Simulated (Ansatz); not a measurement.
# Cu: which structure wins at one pressure, part 3 of 3

Which of fcc, bcc, hcp, diamond, sc, beta tin has the lowest enthalpy for Cu at one common pressure? The runs shown use LAPW. Companion runs by PAW are cited.

Ansatz 0.2.0; DFT PBEsol; a cell built from a prototype (fcc type), not taken from measurement.

### Step 6. Sc relaxed under pressure, LAPW

The input, input.yaml:

```yaml
crystal:
  lattice:
    - [1.9464456774, 0.0, 0.0]
    - [0.0, 1.9464456774, 0.0]
    - [0.0, 0.0, 1.9464456774]
  atoms:
    - { symbol: Cu, position: [0.0, 0.0, 0.0] }
kpoints:
  mp_grid: { grid: [19, 19, 19] }
scf:
  occupations: { method: fermi_dirac, width: 0.08 }
hamiltonian:
  xc: pbesol
  pseudopotentials: { kind: all_electron, lapw: { basis_error: 0.0005 } }
output:
  forces: true
  stress: true
  eigenvalues: true
relax:
  f_tol: 0.005
  max_steps: 12
  cell: { p_target: 290.0, stress_tol: 0.145 }
```

The run is started by

```bash
ansatz run input.yaml --threads 1 --pin off --max-ram 3584MiB --backend cpu --events-out ev --progress --plain --runs-dir out
```

Log:

```text
The last accepted step is kept in <dir> (removed where the run ends without a failure and the disk answers)
LAPW: plane waves up to 12.872 Å⁻¹, error target 5.0e-4 eV per atom; small_component_spin mean_spin; Cu in spheres of 0.944 Å, 19 of its electrons in bands, Dirac shells []
Engine: ansatz 0.2.0
Pseudopotentials: kind: all_electron
Pseudopotential: Cu, LAPW, valence charge 19, Koelling and Harmon's equation, gaussian nucleus
Functional definition: PBEsol
  exchange = pbesol_x
  correlation = pbesol_c
Crystal: 1 atoms, lattice volume = 7.374 Å³
Basis set: ecut = 631.3157875763982 eV, 251 PW (Γ), exchange–correlation at level 2
Bands: 14, of which v1, the nominal top of the filled ones, is band 10 counted from 1 (9 counted from 0)
Symmetry: 48 space group operations
Space group: Pm-3m (ITA 221), of the structure as read, at distance tolerance 1.9e-5 Å
k-points: 220 of 6859
Non-local potential: Cu, projectors of the file, none
Initial density: superposition of atomic densities (chi_scale 0.1, normalization cell)
Initial wavefunctions: plane waves of lowest kinetic energy (no species holds an atomic orbital)
Functional: x = pbesol(κ = 0.804, μ = 0.12345679012345678), c = pbesol(β = 0.046)
iter 1 solved again at ethr=2.39e-3 eV; its pass at ethr=1.00e-1 eV (dr2=4.55e-1 eV) is discarded
SCF iter   1: F=—  HF=-44994.980427 eV  |F-HF|=—  |Δ(HF+E_count)|=         —  Δρ=1.05e-1  dr2=4.56e-1  ethr=2.39e-3  ⟨swp⟩=2.0  Hψ=19601  notcnv=0
preconditioner: auto → none  [metal: Δε(μ)=0.054 eV  Ē_g=23.466 eV  σ=0.080 eV  W_gap=0.17  n_scr=0 (ndim 8)  ℏωp=45.4 eV  f_vac=0.000  D(μ)=0.33/eV (n_scr^D=0)]
SCF iter   2: F=—  HF=-44994.909797 eV  |F-HF|=—  |Δ(HF+E_count)|=   7.06e-2  Δρ=4.21e-2  dr2=7.54e-2  ethr=2.39e-3  ⟨swp⟩=3.0  Hψ=9527  notcnv=0
iter 3 solved again at ethr=3.02e-5 eV; its pass at ethr=3.97e-4 eV (dr2=5.74e-3 eV) is discarded
SCF iter   3: F=—  HF=-44994.372382 eV  |F-HF|=—  |Δ(HF+E_count)|=   5.37e-1  Δρ=1.31e-2  dr2=5.74e-3  ethr=3.02e-5  ⟨swp⟩=2.0  Hψ=15386  notcnv=0
SCF iter   4: F=—  HF=-44994.366972 eV  |F-HF|=—  |Δ(HF+E_count)|=         —  Δρ=4.74e-3  dr2=7.49e-4  ethr=3.02e-5  ⟨swp⟩=2.0  Hψ=8054  notcnv=0
the basis was enlarged: its passes take 285.1 KiB over the memory plan, 1 of 1 planned eigensolver slots
SCF iter   5: F=—  HF=-44994.366189 eV  |F-HF|=—  |Δ(HF+E_count)|=   7.83e-4  Δρ=3.15e-4  dr2=3.35e-6  ethr=3.94e-6  ⟨swp⟩=2.0  Hψ=8054  notcnv=0
SCF iter   6: F=—  HF=-44994.366187 eV  |F-HF|=—  |Δ(HF+E_count)|=   1.84e-6  Δρ=4.08e-5  dr2=4.51e-8  ethr=1.76e-8  ⟨swp⟩=2.2  Hψ=8106  notcnv=0
SCF iter   7: F=-44994.366187 eV  HF=-44994.366187 eV  |F-HF|=1.24e-10  |Δ(HF+E_count)|=   3.35e-8  Δρ=2.92e-6  dr2=1.78e-10  ethr=2.37e-10  ⟨swp⟩=2.8  Hψ=8503  notcnv=0
SCF 1 converged in 7 iterations: F = -44994.366187 eV  dr2 = 1.78e-10
relax step   1: F+E_penalty+E_count = -44994.36618742 eV  Δ(F+E_penalty+E_count) = +0.000e0 eV  max|allowed force component| = 0.000e0 eV/Å  Δτ_max = 0.0000 Å  P = +290.505 GPa  Ω = 7.374 Å³  (7 SCF iters, accepted)
Crystal: 1 atoms, lattice volume = 7.379 Å³
Basis set: ecut = 631.0797980538397 eV, 251 PW (Γ), exchange–correlation at level 2
Initial density: handed on by an earlier stage of this run
Initial wavefunctions: those handed on with the density
iter 1 solved again at ethr=2.05e-11 eV; its pass at ethr=1.00e-1 eV (dr2=3.90e-9 eV) is discarded
SCF iter   1: F=—  HF=-44994.373680 eV  |F-HF|=—  |Δ(HF+E_count)|=         —  Δρ=2.78e-5  dr2=2.00e-8  ethr=2.05e-11  ⟨swp⟩=5.5  Hψ=20156  notcnv=0
preconditioner: auto → none  [metal: Δε(μ)=0.044 eV  Ē_g=24.416 eV  σ=0.080 eV  W_gap=0.14  n_scr=0 (ndim 8)  ℏωp=45.3 eV  f_vac=0.000  D(μ)=0.23/eV (n_scr^D=0)]
SCF iter   2: F=—  HF=-44994.373680 eV  |F-HF|=—  |Δ(HF+E_count)|=   3.47e-8  Δρ=3.34e-5  dr2=5.19e-8  ethr=2.05e-11  ⟨swp⟩=3.0  Hψ=9449  notcnv=0
SCF iter   3: F=-44994.373680 eV  HF=-44994.373680 eV  |F-HF|=6.18e-10  |Δ(HF+E_count)|=   1.37e-7  Δρ=5.79e-6  dr2=1.65e-9  ethr=2.05e-11  ⟨swp⟩=3.0  Hψ=9155  notcnv=0
SCF 2 converged in 3 iterations: F = -44994.373680 eV  dr2 = 1.65e-9
relax step   2: F+E_penalty+E_count = -44994.37367965 eV  Δ(F+E_penalty+E_count) = -7.492e-3 eV  max|allowed force component| = 0.000e0 eV/Å  Δτ_max = 0.0000 Å  P = +289.838 GPa  Ω = 7.379 Å³  (3 SCF iters, accepted)
Crystal: 1 atoms, lattice volume = 7.378 Å³
Basis set: ecut = 631.1372343311098 eV, 251 PW (Γ), exchange–correlation at level 2
iter 1 solved again at ethr=1.07e-11 eV; its pass at ethr=1.00e-1 eV (dr2=2.04e-9 eV) is discarded
SCF iter   1: F=—  HF=-44994.371857 eV  |F-HF|=—  |Δ(HF+E_count)|=         —  Δρ=9.64e-6  dr2=4.67e-9  ethr=1.07e-11  ⟨swp⟩=5.0  Hψ=18435  notcnv=0
preconditioner: auto → none  [metal: Δε(μ)=0.044 eV  Ē_g=24.419 eV  σ=0.080 eV  W_gap=0.14  n_scr=0 (ndim 8)  ℏωp=45.3 eV  f_vac=0.000  D(μ)=0.23/eV (n_scr^D=0)]
SCF iter   2: F=-44994.371857 eV  HF=-44994.371857 eV  |F-HF|=2.88e-8  |Δ(HF+E_count)|=   2.46e-9  Δρ=6.35e-6  dr2=1.33e-9  ethr=1.07e-11  ⟨swp⟩=3.0  Hψ=8864  notcnv=0
SCF 3 converged in 2 iterations: F = -44994.371857 eV  dr2 = 1.33e-9
relax step   3: F+E_penalty+E_count = -44994.37185708 eV  Δ(F+E_penalty+E_count) = +1.823e-3 eV  max|allowed force component| = 0.000e0 eV/Å  Δτ_max = 0.0000 Å  P = +290.002 GPa  Ω = 7.378 Å³  (2 SCF iters, accepted)
iter 1 solved again at ethr=6.99e-12 eV; its pass at ethr=1.00e-1 eV (dr2=1.33e-9 eV) is discarded
SCF iter   1: F=—  HF=-44994.371857 eV  |F-HF|=—  |Δ(HF+E_count)|=         —  Δρ=6.35e-6  dr2=1.33e-9  ethr=6.99e-12  ⟨swp⟩=3.0  Hψ=13939  notcnv=0
preconditioner: auto → none  [metal: Δε(μ)=0.044 eV  Ē_g=24.418 eV  σ=0.080 eV  W_gap=0.14  n_scr=0 (ndim 8)  ℏωp=45.3 eV  f_vac=0.000  D(μ)=0.23/eV (n_scr^D=0)]
SCF iter   2: F=-44994.371857 eV  HF=-44994.371857 eV  |F-HF|=2.29e-8  |Δ(HF+E_count)|=  6.55e-10  Δρ=6.57e-6  dr2=1.92e-9  ethr=6.99e-12  ⟨swp⟩=3.0  Hψ=9264  notcnv=0
SCF 4 converged in 2 iterations: F = -44994.371857 eV  dr2 = 1.92e-9
relax step   4: F+E_penalty+E_count = -44994.37185708 eV  Δ(F+E_penalty+E_count) = -2.488e-9 eV  max|allowed force component| = 0.000e0 eV/Å  Δτ_max = 0.0000 Å  P = +289.999 GPa  Ω = 7.378 Å³  stress off target by 1.45e-3 GPa  SCF on the basis re-selected at this cell (its energy is not comparable with the rows above)  (2 SCF iters)
basis re-selected at this cell: Δ(F+E_penalty+E_count) = -2.488e-9 eV, ΔP = -0.003 GPa vs the last step (what re-selecting the basis moved, after the strain that the cell walked since its last selection, with what the two solves' SCF thresholds leave and, on support functions, any second-order correction that the steps lacked; it is no measure of the basis error at this ecutwfc). This SCF's stress stands 1.45e-3 GPa from its target on what of the cell is left free (relax.cell.stress_tol is 1.45e-1 GPa) and its largest allowed force component is 0.00e0 eV/Å (relax.f_tol is 5.00e-3 eV/Å): within both
SCF converged after 2 iterations
Free energy (F): -44994.371857 eV
Harris-Foulkes:  -44994.371857 eV  (|F-HF|=2.29e-8)
Internal energy: -44994.367257 eV  (E = F + TS)
E sigma→0 (E₀):  -44994.369557 eV
Entropy (-TS):   -0.004600 eV (-4.600 meV/atom)
Fermi energy:    29.265629 eV
--- Per-component energies (eV) ---
  E_band       = -153.598572
  E_kinetic    = 45802.695076
  E_xc         = -1810.517401
  E_electrostatic = -88986.544932  (all electrons and nuclei)
  E_smearing   = -0.004600  (= −TS)
  E_closure    = 0.000000  (closes the sum)
  E_atoms      = -44993.559851  (free atoms, spherical and without spin; not in F)
  Σ components = -44994.371857   (vs F -44994.371857, Δ=0.00e0)
  Basis errors (estimates in eV, not in F): energy 1.7e-4 per atom: plane waves 1.6e-4 (8.8e-5 summed), levels above the bands 7.3e-121, relativity 4.1e-8, radial functions 2.0e-5, core shells 3.5e-7; eigenvalues (radial functions only) 2.3e-6; not estimated: angular momenta, meshes, grids; target (lapw.basis_error) 5.0e-4; muffin-tin radii Cu 0.944 Å
--- Forces (eV/Å), atoms counted from 1 ---
  atom   1  Cu     0.00000000    -0.00000000     0.00000000
  max |Σ_I F_I| component: 6.16e-32 eV/Å
--- Stress (GPa, compression-positive) ---
      289.998549      -0.000000       0.000000
       -0.000000     289.998549       0.000000
        0.000000       0.000000     289.998549
  P = ⅓ Tr σ = 289.9985 GPa (2899.985 kbar)
--- Band table (eV; the first three rows and the last of 220) ---
  k-point 0: bands = ["-84.6604", "-41.6378", "-41.6378", "-41.6378", "15.8397", "21.2046", "21.2046", "27.5452", "27.5452", "27.5452", "54.5775", "54.5775", "54.5775", "59.5419"]
  k-point 1: bands = ["-84.6561", "-41.6655", "-41.6354", "-41.6354", "15.9610", "21.2264", "21.2790", "27.4816", "27.4816", "27.5502", "53.0179", "54.7475", "54.7475", "59.5185"]
  k-point 2: bands = ["-84.6436", "-41.7455", "-41.6286", "-41.6286", "16.3178", "21.2900", "21.4984", "27.3001", "27.3001", "27.5647", "50.2016", "55.2489", "55.2489", "59.4481"]
  k-point 219: bands = ["-84.1996", "-42.3694", "-42.3685", "-42.3685", "21.6418", "21.6942", "21.6942", "28.9560", "28.9560", "43.4012", "44.8658", "45.5255", "45.5255", "51.1581"]
--- Relaxed structure (3 steps of the walk, 3 accepted, 1 SCFs on fresh bases) ---
  F+E_penalty+E_count = -44994.37185708 eV   max|allowed force component| = 0.000e0 eV/Å   (the final SCF, on the basis selected at the relaxed cell)
  cell:  # Å, volume = 7.3775 Å³
    - [1.9467209896430153, -5.456801509097168e-34, 1.2839532962581572e-34]
    - [-6.098778157226247e-34, 1.9467209896430153, -5.0154425635084264e-37]
    - [1.2839532962581572e-34, -5.0154425635084264e-37, 1.9467209896430153]
  atoms:
    - { symbol: Cu, position: [0.0, 0.0, 0.0] }
```

It took 45 s on 1 thread of Arm Neoverse V2, shared host; peak memory 0.44 GiB.

Step by step:

| step | energy from step 1 (eV/cell) | largest force component (eV/Å) | pressure (GPa) | volume (Å³) |
| --- | --- | --- | --- | --- |
| 1 | 0.0000 | 0.0000 | 290.51 | 7.37 |
| 2 | -0.0075 | 0.0000 | 289.84 | 7.38 |
| 3 | -0.0057 | 0.0000 | 290.00 | 7.38 |
| 4 | -0.0057 | 0.0000 | 290.00 | 7.38 |

Step 1 is the start. Step 4 repeats the geometry before on a plane-wave basis chosen anew for that cell, so the energy can jump there without any move; the table keeps such jumps.

| input's cell | before | after | change |
| --- | --- | --- | --- |
| a (Å) | 1.946 | 1.947 | +0.0 % |
| b (Å) | 1.946 | 1.947 | +0.0 % |
| c (Å) | 1.946 | 1.947 | +0.0 % |
| volume (Å³/atom) | 7.37 | 7.38 | +0.0 % |

In short: pressure 290.00 GPa; no gap.

### Step 7. Beta tin relaxed under pressure, LAPW

The input, input.yaml:

```yaml
crystal:
  lattice:
    - [-1.8876796347, 1.8876796347, 1.0067495275]
    - [1.8876796347, -1.8876796347, 1.0067495275]
    - [1.8876796347, 1.8876796347, -1.0067495275]
  atoms:
    - { symbol: Cu, position: [-0.375, -0.125, -0.25] }
    - { symbol: Cu, position: [0.375, 0.125, 0.25] }
kpoints:
  mp_grid: { grid: [21, 21, 21] }
scf:
  occupations: { method: fermi_dirac, width: 0.08 }
hamiltonian:
  xc: pbesol
  pseudopotentials: { kind: all_electron, lapw: { basis_error: 0.0005 } }
output:
  forces: true
  stress: true
  eigenvalues: true
relax:
  f_tol: 0.005
  max_steps: 12
  cell: { p_target: 290.0, stress_tol: 0.145 }
```

The run is started by

```bash
ansatz run input.yaml --threads 1 --pin off --max-ram 3584MiB --backend cpu --events-out ev --progress --plain --runs-dir out
```

Log:

```text
[... 1 set-up line as earlier in the session ...]
LAPW: plane waves up to 12.820 Å⁻¹, error target 5.0e-4 eV per atom; small_component_spin mean_spin; Cu in spheres of 0.948 Å, 19 of its electrons in bands, Dirac shells []
[... 6 set-up lines as earlier in the session ...]
Crystal: 2 atoms, lattice volume = 14.350 Å³
Basis set: ecut = 626.1933988295951 eV, 509 PW (Γ), FFT grids on a1+a2, a2, a3, exchange–correlation at level 2
Bands: 23, of which v1, the nominal top of the filled ones, is band 19 counted from 1 (18 counted from 0)
Symmetry: 16 space group operations
Space group: I41/amd (ITA 141), of the structure as read, at distance tolerance 2.4e-5 Å
k-points: 726 of 9261
[... 4 set-up lines as earlier in the session ...]
iter 1 solved again at ethr=2.36e-3 eV; its pass at ethr=1.00e-1 eV (dr2=8.97e-1 eV) is discarded
SCF iter   1: F=—  HF=-89990.811402 eV  |F-HF|=—  |Δ(HF+E_count)|=         —  Δρ=1.11e-1  dr2=9.00e-1  ethr=2.36e-3  ⟨swp⟩=2.0  Hψ=113793  notcnv=0
preconditioner: auto → none  [metal: Δε(μ)=0.004 eV  Ē_g=15.048 eV  σ=0.080 eV  W_gap=0.01  n_scr=4 (ndim 8)  ℏωp=46.0 eV  f_vac=0.000  D(μ)=0.52/eV (n_scr^D=4)  sad-step TF]
iter 2 solved again at ethr=1.14e-5 eV; its pass at ethr=2.36e-3 eV (dr2=4.32e-3 eV) is discarded
SCF iter   2: F=—  HF=-89990.189143 eV  |F-HF|=—  |Δ(HF+E_count)|=   6.22e-1  Δρ=1.56e-2  dr2=4.31e-3  ethr=1.14e-5  ⟨swp⟩=2.3  Hψ=89856  notcnv=0
SCF iter   3: F=—  HF=-89989.473753 eV  |F-HF|=—  |Δ(HF+E_count)|=   7.15e-1  Δρ=2.27e-2  dr2=4.17e-2  ethr=1.14e-5  ⟨swp⟩=3.0  Hψ=61746  notcnv=0  defer=1
SCF iter   4: F=—  HF=-89989.449808 eV  |F-HF|=—  |Δ(HF+E_count)|=         —  Δρ=2.64e-3  dr2=5.08e-4  ethr=1.14e-5  ⟨swp⟩=3.0  Hψ=49927  notcnv=0
the basis was enlarged: its passes take 184.1 KiB over the memory plan, 1 of 1 planned eigensolver slots
SCF iter   5: F=—  HF=-89989.449798 eV  |F-HF|=—  |Δ(HF+E_count)|=   1.03e-5  Δρ=4.10e-4  dr2=1.38e-5  ethr=1.34e-6  ⟨swp⟩=2.0  Hψ=47325  notcnv=0
SCF iter   6: F=—  HF=-89989.449778 eV  |F-HF|=—  |Δ(HF+E_count)|=   2.04e-5  Δρ=2.57e-5  dr2=5.57e-8  ethr=3.63e-8  ⟨swp⟩=2.0  Hψ=47344  notcnv=0
SCF iter   7: F=-89989.449777 eV  HF=-89989.449777 eV  |F-HF|=2.62e-10  |Δ(HF+E_count)|=   6.73e-8  Δρ=9.25e-7  dr2=2.85e-11  ethr=1.47e-10  ⟨swp⟩=2.8  Hψ=50041  notcnv=0
SCF 1 converged in 7 iterations: F = -89989.449777 eV  dr2 = 2.85e-11
relax step   1: F+E_penalty+E_count = -89989.44977744 eV  Δ(F+E_penalty+E_count) = +0.000e0 eV  max|allowed force component| = 7.286e-17 eV/Å  Δτ_max = 0.0000 Å  P = +290.339 GPa  Ω = 14.350 Å³  (7 SCF iters, accepted)
Crystal: 2 atoms, lattice volume = 14.354 Å³
Basis set: ecut = 626.053697453482 eV, 509 PW (Γ), FFT grids on a1+a2, a2, a3, exchange–correlation at level 2
[... 2 set-up lines as earlier in the session ...]
iter 1 solved again at ethr=1.29e-10 eV; its pass at ethr=1.00e-1 eV (dr2=4.89e-8 eV) is discarded
SCF iter   1: F=—  HF=-89989.458476 eV  |F-HF|=—  |Δ(HF+E_count)|=         —  Δρ=1.64e-5  dr2=1.49e-8  ethr=1.29e-10  ⟨swp⟩=4.9  Hψ=104266  notcnv=0
preconditioner: auto → none  [metal: Δε(μ)=0.012 eV  Ē_g=15.824 eV  σ=0.080 eV  W_gap=0.04  n_scr=4 (ndim 8)  ℏωp=46.0 eV  f_vac=0.000  D(μ)=0.46/eV (n_scr^D=4)]
SCF iter   2: F=—  HF=-89989.458476 eV  |F-HF|=—  |Δ(HF+E_count)|=   2.00e-8  Δρ=1.97e-5  dr2=3.10e-8  ethr=3.92e-11  ⟨swp⟩=3.0  Hψ=55424  notcnv=0
iter 3 solved again at ethr=3.80e-12 eV; its pass at ethr=3.92e-11 eV (dr2=1.45e-9 eV) is discarded
SCF iter   3: F=-89989.458476 eV  HF=-89989.458476 eV  |F-HF|=4.37e-10  |Δ(HF+E_count)|=   8.67e-8  Δρ=4.20e-6  dr2=1.45e-9  ethr=3.80e-12  ⟨swp⟩=2.0  Hψ=87188  notcnv=0
SCF 2 converged in 3 iterations: F = -89989.458476 eV  dr2 = 1.45e-9
relax step   2: F+E_penalty+E_count = -89989.45847618 eV  Δ(F+E_penalty+E_count) = -8.699e-3 eV  max|allowed force component| = 1.041e-17 eV/Å  Δτ_max = 0.0000 Å  P = +289.930 GPa  Ω = 14.354 Å³  (3 SCF iters, accepted)
iter 1 solved again at ethr=3.79e-12 eV; its pass at ethr=1.00e-1 eV (dr2=1.44e-9 eV) is discarded
SCF iter   1: F=—  HF=-89989.458476 eV  |F-HF|=—  |Δ(HF+E_count)|=         —  Δρ=4.20e-6  dr2=1.45e-9  ethr=3.79e-12  ⟨swp⟩=3.0  Hψ=75092  notcnv=0  reapply=9
SCF iter   2: F=-89989.458476 eV  HF=-89989.458476 eV  |F-HF|=0.00e0  |Δ(HF+E_count)|=  9.75e-10  Δρ=2.03e-6  dr2=3.40e-10  ethr=3.79e-12  ⟨swp⟩=2.0  Hψ=47325  notcnv=0
SCF 3 converged in 2 iterations: F = -89989.458476 eV  dr2 = 3.40e-10
relax step   3: F+E_penalty+E_count = -89989.45847613 eV  Δ(F+E_penalty+E_count) = +5.211e-8 eV  max|allowed force component| = 2.776e-17 eV/Å  Δτ_max = 0.0000 Å  P = +289.930 GPa  Ω = 14.354 Å³  stress off target by 8.31e-2 GPa  SCF on the basis re-selected at this cell (its energy is not comparable with the rows above)  (2 SCF iters)
basis re-selected at this cell: Δ(F+E_penalty+E_count) = +5.211e-8 eV, ΔP = +0.000 GPa vs the last step (what re-selecting the basis moved, after the strain that the cell walked since its last selection, with what the two solves' SCF thresholds leave and, on support functions, any second-order correction that the steps lacked; it is no measure of the basis error at this ecutwfc). This SCF's stress stands 8.31e-2 GPa from its target on what of the cell is left free (relax.cell.stress_tol is 1.45e-1 GPa) and its largest allowed force component is 2.78e-17 eV/Å (relax.f_tol is 5.00e-3 eV/Å): within both
SCF converged after 2 iterations
Free energy (F): -89989.458476 eV
Harris-Foulkes:  -89989.458476 eV  (|F-HF|=0.00e0)
Internal energy: -89989.448727 eV  (E = F + TS)
E sigma→0 (E₀):  -89989.453602 eV
Entropy (-TS):   -0.009749 eV (-4.874 meV/atom)
Fermi energy:    30.454868 eV
--- Per-component energies (eV) ---
  E_band       = -275.762069
  E_kinetic    = 91603.892922
  E_xc         = -3620.807506
  E_electrostatic = -177972.534143  (all electrons and nuclei)
  E_smearing   = -0.009749  (= −TS)
  E_closure    = 0.000000  (closes the sum)
  E_atoms      = -89987.119702  (free atoms, spherical and without spin; not in F)
  Σ components = -89989.458476   (vs F -89989.458476, Δ=0.00e0)
  Basis errors (estimates in eV, not in F): energy 1.7e-4 per atom: plane waves 1.5e-4 (8.6e-5 summed), levels above the bands 1.0e-86, relativity 3.8e-8, radial functions 2.1e-5, core shells 3.2e-7; eigenvalues (radial functions only) 2.0e-7; not estimated: angular momenta, meshes, grids; target (lapw.basis_error) 5.0e-4; muffin-tin radii Cu 0.948 Å
--- Forces (eV/Å), atoms counted from 1 ---
  atom   1  Cu     0.00000000    -0.00000000     0.00000000
  atom   2  Cu     0.00000000    -0.00000000     0.00000000
  max |Σ_I F_I| component: 1.39e-16 eV/Å
--- Stress (GPa, compression-positive) ---
      289.916915       0.000000       0.000000
        0.000000     289.916915      -0.000000
        0.000000      -0.000000     289.954989
  P = ⅓ Tr σ = 289.9296 GPa (2899.296 kbar)
--- Band table (eV; the first three rows and the last of 726) ---
  k-point 0: bands = ["-83.8111", "-83.4921", "-41.6126", "-41.6126", "-40.8589", "-40.8492", "-40.8082", "-40.8082", "16.4304", "20.8136", "22.5936", "23.0945", "23.6839", "26.9988", "26.9988", "27.0438", "27.0438", "28.4010", "29.3280", "36.6903", "36.6903", "44.7815", "48.9997"]
  k-point 1: bands = ["-83.8093", "-83.4939", "-41.6088", "-41.6087", "-40.8671", "-40.8487", "-40.8134", "-40.8046", "16.4833", "20.8416", "22.6108", "23.0823", "23.6716", "26.9945", "27.0097", "27.0542", "27.0547", "28.3780", "29.2432", "36.3778", "36.8257", "44.9773", "49.1861"]
  k-point 2: bands = ["-83.8040", "-83.4991", "-41.5974", "-41.5972", "-40.8873", "-40.8473", "-40.8289", "-40.7978", "16.6409", "20.9235", "22.6624", "23.0474", "23.6367", "26.9780", "27.0406", "27.0848", "27.0848", "28.3104", "29.0116", "35.5590", "37.2122", "45.4207", "49.7725"]
  k-point 725: bands = ["-83.6491", "-83.6473", "-41.7524", "-41.7483", "-40.8593", "-40.8576", "-40.7218", "-40.7188", "21.7816", "21.8278", "23.7483", "23.7595", "25.8526", "26.1967", "26.3889", "26.7980", "27.2243", "27.2265", "27.2825", "27.2905", "35.9305", "36.0480", "56.4837"]
--- Relaxed structure (2 steps of the walk, 2 accepted, 1 SCFs on fresh bases) ---
  F+E_penalty+E_count = -89989.45847613 eV   max|allowed force component| = 2.776e-17 eV/Å   (the final SCF, on the basis selected at the relaxed cell)
  cell:  # Å, volume = 14.3543 Å³
    - [-1.8878387500346616, 1.8878387500346616, 1.0069167682981846]
    - [1.8878387500346616, -1.8878387500346616, 1.0069167682981846]
    - [1.8878387500346616, 1.8878387500346616, -1.0069167682981846]
  atoms:
    - { symbol: Cu, position: [-0.375, -0.12499999999999999, -0.24999999999999997] }
    - { symbol: Cu, position: [0.375, 0.12499999999999999, 0.24999999999999997] }
```

Wall time 5.8 min (1 thread of Arm Neoverse V2, shared host); peak memory 2.1 GiB.

Relaxation path:

| step | energy from step 1 (eV/cell) | largest force component (eV/Å) | pressure (GPa) | volume (Å³) |
| --- | --- | --- | --- | --- |
| 1 | 0.0000 | 0.0000 | 290.34 | 14.35 |
| 2 | -0.0087 | 0.0000 | 289.93 | 14.35 |
| 3 | -0.0087 | 0.0000 | 289.93 | 14.35 |

Step 1 is the start. Step 3 repeats the geometry before on a plane-wave basis chosen anew for that cell, so the energy can jump there without any move; the table keeps such jumps.

| input's cell | before | after | change |
| --- | --- | --- | --- |
| a (Å) | 2.853 | 2.853 | +0.0 % |
| b (Å) | 2.853 | 2.853 | +0.0 % |
| c (Å) | 2.853 | 2.853 | +0.0 % |
| volume (Å³/atom) | 7.17 | 7.18 | +0.0 % |

This run gives: pressure 289.93 GPa; no gap.

### Step 8. Side by side

The PAW rows are taken from companion runs at the same settings.

Enthalpy per atom, H = F + pV at p = 290 GPa, from each method's lowest phase:

| method | start | space group, start → end | volume (Å³/atom) | pressure (GPa) | enthalpy (meV/atom) |
| --- | --- | --- | --- | --- | --- |
| LAPW | fcc | Fm-3m → Fm-3m | 6.848 | 290.0 | 0.0 |
| LAPW | bcc | Im-3m → Im-3m | 6.858 | 290.0 | 67.6 |
| LAPW | hcp | P6_3/mmc → P6_3/mmc | 6.849 | 290.0 | 9.9 |
| LAPW | diamond | Fd-3m → Fd-3m | 8.612 | 290.0 | 6109.0 |
| LAPW | sc | Pm-3m → Pm-3m | 7.378 | 290.0 | 2005.1 |
| LAPW | beta tin | I4_1/amd → I4_1/amd | 7.177 | 289.9 | 1285.0 |
| PAW | fcc | Fm-3m → Fm-3m | 6.846 | 290.0 | 0.0 |
| PAW | bcc | Im-3m → Im-3m | 6.857 | 290.0 | 67.5 |
| PAW | hcp | P6_3/mmc → P6_3/mmc | 6.847 | 290.0 | 9.8 |
| PAW | diamond | Fd-3m → Fd-3m | 8.569 | 289.9 | 6081.8 |
| PAW | sc | Pm-3m → Pm-3m | 7.374 | 289.9 | 2000.2 |
| PAW | beta tin | I4_1/amd → I4_1/amd | 7.175 | 290.0 | 1282.7 |

### Step 9. What came out

The summary covers parts 1 to 3.

```
     quantity                        value
     pressure                      290 GPa
lowest (LAPW)  fcc, 9.9 meV/atom under hcp
 lowest (PAW)  fcc, 9.8 meV/atom under hcp
```

**Reading.** By LAPW the order is fcc < hcp < bcc < beta tin < sc < diamond. By PAW the order is fcc < hcp < bcc < beta tin < sc < diamond. The methods agree on the lowest phase. Only these structures were tried, with electrons smeared by 0.08 eV and without vibrations, so the true ground state may be another. The k meshes differ between phases and weren't tested, which can move differences by some meV.
